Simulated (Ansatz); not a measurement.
**Stiffness of compounds in space group Im-3m**

All numbers below come from DFT, PBE, all-electron LAPW, scalar-relativistic in Ansatz 0.2.0.

All compounds have space group Im-3m with 1 atom in the primitive cell. V0, B0 and B0′ come from third-order Birch–Murnaghan fits to pressures at five volumes, with shape and internal coordinates held; prototypes and MP cells needn't be known phases. Spin-polarised runs start from parallel moments; other orders may lie lower.

Where a row has no spin, whether a magnetic state lies lower isn't shown here.

Where the f shell is localised, expect the real compound to differ from this run without U.

No spin–orbit coupling, which matters for the heavy atoms here.

Nb: Nb 2a (0.000 0.000 0.000); bcc type, relaxed by us; 16×16×16 mesh, smearing 0.08 eV; no spin
Cr: Cr 2a (0.000 0.000 0.000); COD 5000220, reported; 16×16×16 mesh, smearing 0.03 eV; polarised, ending at 0.0 μB
Gd: Gd 2a (0.000 0.000 0.000); COD 1522526, reported; 14×14×14 mesh, smearing 0.08 eV; polarised, ending at 7.6 μB
H: H 2a (0.000 0.000 0.000); bcc type, relaxed by us; 20×20×20 mesh, smearing 0.05 eV; no spin
Mo: Mo 2a (0.000 0.000 0.000); bcc type, relaxed by us; 16×16×16 mesh, smearing 0.03 eV; no spin
Fe: Fe 2a (0.000 0.000 0.000); COD 9013474, measured, may be off; 18×18×18 mesh, smearing 0.03 eV; polarised, ending at 2.2 μB

```
compound  V0 (Å³/atom)  B0 (GPa)  B0′  cell moment (μB)
      Nb         18.13         ?  3.9                 –
      Cr         11.55       260  4.3               0.0
      Gd         33.39        31  3.5               7.6
       H          2.96       108  3.3                 –
      Mo             ?       260  4.3                 –
      Fe             ?       224  8.3               2.2
```

Question: What belongs in the row "Mo", column "V0 (Å³/atom)"?

Answer: 15.78.

Question: Give the missing entry: row "Nb", column "B0 (GPa)".

Answer: 170.

Question: Give the missing entry: row "Fe", column "V0 (Å³/atom)".

Answer: 11.34.
